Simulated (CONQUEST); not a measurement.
## HfO2 in CONQUEST: convergence with k mesh

Input of the first run (k mesh 1 × 1 × 1); the others differ in this setting and in those tied to it:

Contents of Conquest_input:

```
IO.Title HfO2
IO.Coordinates coords.dat
IO.FractionalAtomicCoords T
IO.Iprint 2
IO.Iprint_init 1
General.NumberOfSpecies 2
General.PseudopotentialType hamann
AtomMove.TypeOfRun static
AtomMove.FullStress T
Grid.GridCutoff 150
DM.SolutionMethod diagon
Diag.MPMesh T
Diag.GammaCentred T
Diag.MPMeshX 1
Diag.MPMeshY 1
Diag.MPMeshZ 1
Diag.kT 0.00183747
minE.SCTolerance 1e-6
SC.MaxIters 100
IO.AtomChargeOutput T
%block ChemicalSpeciesLabel
1 178.490 Hf
2 16.000 O
%endblock
```

File coords.dat:

```
    6.7236820798     0.0000000000     0.0000000000
    0.0000000000     6.7236820798     0.0000000000
    0.0000000000     0.0000000000     9.7734012415
6
  0.9933790000   0.0226280000   0.0069090000 1 T T T
  0.5004440000   0.5161010000   0.4750070000 1 T T T
  0.4999810000   0.0036690000   0.8094900000 2 T T T
  0.9777230000   0.5059860000   0.7094370000 2 T T T
  0.9963470000   0.4907060000   0.1929100000 2 T T T
  0.5068340000   0.0124450000   0.3042720000 2 T T T
```

Potentials or basis: PseudoDojo NC PBE, SZP, grid cutoff 150 Ha.

Run with:

```console
$ OMP_NUM_THREADS=1 Conquest
```

The cell isn't the ideal one: atoms moved at random.

The cell comes from a database or a generator and needn't be the stable form of this composition.

Hardware: 1 thread of AMD EPYC (Zen 3), with other jobs on the host.

Task: The values tried are 1 × 1 × 1, 2 × 2 × 2, 3 × 3 × 2, 3 × 3 × 3, 4 × 4 × 3, 6 × 6 × 4, 6 × 6 × 5, 8 × 8 × 5, 9 × 9 × 7, 11 × 11 × 8, loosest first. From which on does the largest force stay within 0.005 eV/Å of the tightest run that finished?

Result: From 4 × 4 × 3 on.

| k mesh | energy less the tightest run, at zero smearing (meV/atom) | pressure (GPa) | largest force (eV/Å) | gap on the mesh (eV) | SCF cycles | CPU time (s) | peak memory (GiB) |
| --- | --- | --- | --- | --- | --- | --- | --- |
| 1 × 1 × 1 | 252.79 | 12.27 | 6.881 | 2.808 | 11 | 94 | 0.78 |
| 2 × 2 × 2 | 57.23 | 20.57 | 4.108 | 3.267 | 10 | 100 | 0.78 |
| 3 × 3 × 2 | 9.95 | 19.35 | 4.339 | 3.342 | 10 | 110 | 0.78 |
| 3 × 3 × 3 | 5.49 | 19.25 | 4.337 | 3.364 | 10 | 110 | 0.78 |
| 4 × 4 × 3 | 0.75 | 19.12 | 4.324 | 3.375 | 10 | 140 | 0.78 |
| 6 × 6 × 4 | 0.03 | 19.10 | 4.325 | 3.363 | 10 | 220 | 0.78 |
| 6 × 6 × 5 | 0.02 | 19.10 | 4.325 | 3.368 | 10 | 230 | 0.78 |
| 8 × 8 × 5 | 0.00 | 19.10 | 4.325 | 3.368 | 10 | 340 | 0.78 |
| 9 × 9 × 7 | 0.00 | 19.10 | 4.325 | 3.366 | 10 | 440 | 0.78 |
| 11 × 11 × 8 | 0.00 | 19.10 | 4.325 | 3.363 | 10 | 780 | 0.78 |

Against the tightest run, the energy stays within 1 meV/atom from 4 × 4 × 3 on; the pressure stays within 0.1 GPa from 4 × 4 × 3 on; the gap on the mesh stays within 0.01 eV from 6 × 6 × 4 on. Meshes of other sizes hit other points, so gaps and Fermi surfaces needn't settle smoothly. The tightest run that finished is the yardstick and may itself not be fully converged.

Caveat, for the tightest run too: the atomic basis is small; spin-orbit coupling is left out, which moves the levels of the heavy elements; an odd mesh through Γ misses points on the zone boundary, where band edges often lie; the basis of atomic orbitals isn't converged, which shifts pressures, moduli and gaps.
